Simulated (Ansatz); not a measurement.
# Si3H2C2: the cost of one run

Program: Ansatz 0.2.0. Level of theory: DFT LDA, scalar-relativistic, plane waves, PAW. These are calculated values, not measurements.

The COD entry's cell or inner coordinates are ideal or old and differ from later refinements, so a difference from it is no clean test against experiment.

3 further runs of the same task are left out: 3 set aside as unsound or not needed.

### Step 1. The starting structure

Symmetry: Pmm2, No. 25, orthorhombic system. The conventional cell has a = 6.122 Å, b = 6.122 Å, c = 18.034 Å, α = 90.00°, β = 90.00°, γ = 90.00°. Around Si (site symmetry mm2) lie 2 H at 1.48 Å. C (site symmetry m) has 4 Si at 1.84 to 1.87 Å as nearest neighbours. Around C (site symmetry m) lie 4 Si at 1.87 Å. Si (site symmetry 1) has 4 C at 1.82 to 1.87 Å as nearest neighbours. C (site symmetry m) is surrounded by 4 Si at 1.76 to 1.92 Å. Only part of the 17 independent sites is listed.

Coordinates:

```
CELL_PARAMETERS angstrom
6.12231 0.00000 0.00000
0.00000 6.12231 0.00000
0.00000 0.00000 18.03361
ATOMIC_POSITIONS crystal
Si 0.25000 0.25000 0.26919
Si 0.25000 0.75000 0.26919
Si 0.75000 0.25000 0.26919
Si 0.75000 0.75000 0.26919
C 0.75000 0.50000 0.32921
C 0.75000 0.00000 0.32921
C 0.25000 0.50000 0.32921
C 0.25000 0.00000 0.32921
Si 0.50321 0.50270 0.38750
Si 0.50321 0.99730 0.38750
Si 0.99679 0.50270 0.38750
Si 0.99679 0.99730 0.38750
C 0.99413 0.75000 0.44392
C 0.98831 0.25000 0.44143
C 0.50587 0.75000 0.44392
C 0.51169 0.25000 0.44143
Si 0.75000 0.75000 0.51109
Si 0.75000 0.25000 0.51164
Si 0.25000 0.75000 0.48877
Si 0.25000 0.25000 0.48877
H 0.10182 0.25000 0.20436
H 0.39813 0.25000 0.20436
H 0.39813 0.75000 0.20436
H 0.10182 0.75000 0.20436
H 0.60187 0.25000 0.20436
H 0.89818 0.25000 0.20436
H 0.89818 0.75000 0.20436
H 0.60187 0.75000 0.20436
```

This is the geometry of the first run shown, built on a cell relaxed beforehand with the same method.

### Step 2. What is varied

Atoms count from 1 in the order of the input.

Two atoms of the surface dimers are held at set heights.

- height of Si20 above its place in the flat dimer: 7 values from −0.62 to 0.60 Å
- height of Si19 above its place in the flat dimer: 7 values from −0.62 to 0.60 Å

Relaxed at each point: all atoms of the upper layers, but for the two heights. Points are written as (first, second).

### Step 3. Point (−0.42 Å, −0.42 Å)

Input file input.yaml:

```yaml
crystal:
  lattice:
    - [6.122311628, 0.0, 0.0]
    - [0.0, 6.122311628, 0.0]
    - [0.0, 0.0, 18.0336064671]
  atoms:
    - { symbol: Si, position: [0.25, 0.25, 0.2691906584] }
    - { symbol: Si, position: [0.25, 0.75, 0.2691906584] }
    - { symbol: Si, position: [0.75, 0.25, 0.2691906584] }
    - { symbol: Si, position: [0.75, 0.75, 0.2691906584] }
    - { symbol: C, position: [0.75, 0.5, 0.3292053881] }
    - { symbol: C, position: [0.75, 0.0, 0.3292053881] }
    - { symbol: C, position: [0.25, 0.5, 0.3292053881] }
    - { symbol: C, position: [0.25, 0.0, 0.3292053881] }
    - { symbol: Si, position: [0.5032105764, 0.5027014913, 0.3874993416] }
    - { symbol: Si, position: [0.5032105764, -0.0027014913, 0.3874993416] }
    - { symbol: Si, position: [-0.0032109325, 0.5027014231, 0.3874994776] }
    - { symbol: Si, position: [-0.0032109325, -0.0027014231, 0.3874994776] }
    - { symbol: C, position: [-0.0058672658, 0.75, 0.4439224694] }
    - { symbol: C, position: [-0.0116907944, 0.25, 0.4414346934] }
    - { symbol: C, position: [0.5058666388, 0.75, 0.443922634] }
    - { symbol: C, position: [0.5116908229, 0.25, 0.4414348492] }
    - { symbol: Si, position: [0.7500000777, 0.75, 0.5110927207] }
    - { symbol: Si, position: [0.7500003436, 0.25, 0.5116351132] }
    - { symbol: Si, position: [0.2499997928, 0.75, 0.4887662592] }
    - { symbol: Si, position: [0.2500000529, 0.25, 0.4887662592] }
    - { symbol: H, position: [0.1018236707, 0.25, 0.2043633518] }
    - { symbol: H, position: [0.3981348503, 0.25, 0.2043580857] }
    - { symbol: H, position: [0.3981348503, 0.75, 0.2043580857] }
    - { symbol: H, position: [0.1018236707, 0.75, 0.2043633518] }
    - { symbol: H, position: [0.6018651497, 0.25, 0.2043580857] }
    - { symbol: H, position: [0.8981763293, 0.25, 0.2043633518] }
    - { symbol: H, position: [0.8981763293, 0.75, 0.2043633518] }
    - { symbol: H, position: [0.6018651497, 0.75, 0.2043580857] }
basis:
  ecutwfc: 420
kpoints:
  mp_grid: { grid: [4, 4, 1] }
hamiltonian:
  xc: lda
scf:
  occupations: { method: gaussian, width: 0.05 }
output:
  forces: true
  eigenvalues: true
relax:
  adjacent_minimum: "off"
  f_tol: 0.03
  max_steps: 30
  constraints:
    - { sites: [0, 1, 2, 3, 4, 5, 6, 7, 20, 21, 22, 23, 24, 25, 26, 27] }
    - { sites: [19, 18], fix: z }
efield:
  axis: 3
  dipole_correction: true
  ramp_width: 0.04
```

Run with:

```sh
$ ansatz run input.yaml --threads 4 --pin off --max-ram 12288MiB --backend cpu --events-out ev --progress --plain --runs-dir out
```

What time and memory should one allow on 4 threads of Arm Neoverse V2, shared host?

About 50 s, with a peak of 1.4 GiB.
